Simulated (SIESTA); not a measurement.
A calculation with SIESTA 5.4.2 of Ag (ASE script, structure typed inline):

Contents of run.py:

```python
from ase import Atoms
from ase.calculators.siesta import Siesta
from ase.units import Ry, GPa

atoms = Atoms(
    ['Ag'],
    cell=[
        [0.0, 2.04275, 2.04275],
        [2.04275, 0.0, 2.04275],
        [2.04275, 2.04275, 0.0],
    ],
    scaled_positions=[
        [0.0, 0.0, 0.0],
    ],
    pbc=True,
)

fdf = {
    'SCFMustConverge': False,
    'XC.Mix': ['2', 'GGA LIBXC-00-GGA_X_OPTX 1.0 0.0', 'GGA LIBXC-00-GGA_C_LYP 0.0 1.0'],
    'OccupationFunction': 'FD',
    'ElectronicTemperature': '0.05 eV',
    'MaxSCFIterations': '120',
    'SCF.Mixer.Method': 'Pulay',
    'SCF.Mixer.Weight': '0.25',
    'SCF.Mixer.History': '8',
    'SCF.DM.Tolerance': '5.0e-05',
    'SCF.H.Tolerance': '1.0e-03 eV',
    'WriteForces': 'true',
    'Charge.Mulliken': 'end',
    'ProjectedDensityOfStates': ['EF -10.0 5.0 0.2 201 eV'],
    'PDOS.kgrid.MonkhorstPack': [' 17   0   0  0.0', '  0  17   0  0.0', '  0   0  17  0.0'],
}
calc = Siesta(
    label="Ag",
    command="siesta < PREFIX.fdf > PREFIX.out",
    pseudo_path="pseudos",
    pseudo_qualifier="",
    xc=('GGA', 'PBE'),
    basis_set="DZ",
    mesh_cutoff=800 * Ry,
    energy_shift=0.01 * Ry,
    kpts=[11, 11, 11],
    spin="non-polarized",
    fdf_arguments=fdf,
)
atoms.calc = calc

print(f"energy = {atoms.get_potential_energy():.6f} eV")
free = atoms.get_potential_energy(force_consistent=True)
print(f"free energy = {free:.6f} eV")
print("forces (eV/A):")
print(atoms.get_forces(apply_constraint=False).round(6))
print("stress (GPa, Voigt order, tension positive):", (atoms.get_stress() / GPa).round(4))
```

Potentials or basis: PseudoDojo 0.4 standard (PBE files), DZ (energy shift 0.01 Ry).

Command:

```console
$ python run.py
```

Q: Write the same calculation in another form: native input, structure typed inline.

A: As run:

Ag.fdf

```
SystemName                      Silver
SystemLabel                     Ag
NumberOfSpecies                 1
NumberOfAtoms                   1
%block ChemicalSpeciesLabel
  1  47 Ag
%endblock ChemicalSpeciesLabel

LatticeConstant                 1.0 Ang
%block LatticeVectors
     0.0000000000     2.0427500000     2.0427500000
     2.0427500000     0.0000000000     2.0427500000
     2.0427500000     2.0427500000     0.0000000000
%endblock LatticeVectors
AtomicCoordinatesFormat         Fractional
%block AtomicCoordinatesAndAtomicSpecies
     0.0000000000     0.0000000000     0.0000000000  1  Ag
%endblock AtomicCoordinatesAndAtomicSpecies

%block kgrid.MonkhorstPack
   11   0   0  0.0
    0  11   0  0.0
    0   0  11  0.0
%endblock kgrid.MonkhorstPack
%block XC.Mix
  2
  GGA LIBXC-00-GGA_X_OPTX 1.0 0.0
  GGA LIBXC-00-GGA_C_LYP 0.0 1.0
%endblock XC.Mix
PAO.BasisSize                   DZ
PAO.EnergyShift                 0.01 Ry
Mesh.Cutoff                     800 Ry
OccupationFunction              FD
ElectronicTemperature           0.05 eV
MaxSCFIterations                120
SCF.MustConverge                false
SCF.Mixer.Method                Pulay
SCF.Mixer.Weight                0.25
SCF.Mixer.History               8
SCF.DM.Tolerance                5.0e-05
SCF.H.Tolerance                 1.0e-03 eV
WriteForces                     true
Charge.Mulliken                 end
%block ProjectedDensityOfStates
  EF -10.0 5.0 0.2 201 eV
%endblock ProjectedDensityOfStates
%block PDOS.kgrid.MonkhorstPack
   17   0   0  0.0
    0  17   0  0.0
    0   0  17  0.0
%endblock PDOS.kgrid.MonkhorstPack
```

Potentials or basis: PseudoDojo 0.4 standard (PBE files), DZ (energy shift 0.01 Ry).

Command:

```console
$ siesta Ag.fdf > Ag.out 2>&1
```

Both were run:

|  | ASE script, structure typed inline | native input, structure typed inline |
| --- | --- | --- |
| Pressure | -0.5 GPa | -0.5 GPa |
| Band gap on the k mesh | none (metal or under the smearing width) | none (metal or under the smearing width) |

Keys that steer only the numerical path or the files written may differ.

Caveat: the basis has no polarisation orbitals; semicore shells carry a single zeta, which can move pressures by several GPa and volumes by a few percent; the potentials were made for another functional, which shifts forces and pressure; the basis of atomic orbitals isn't converged, which shifts pressures, moduli and gaps.
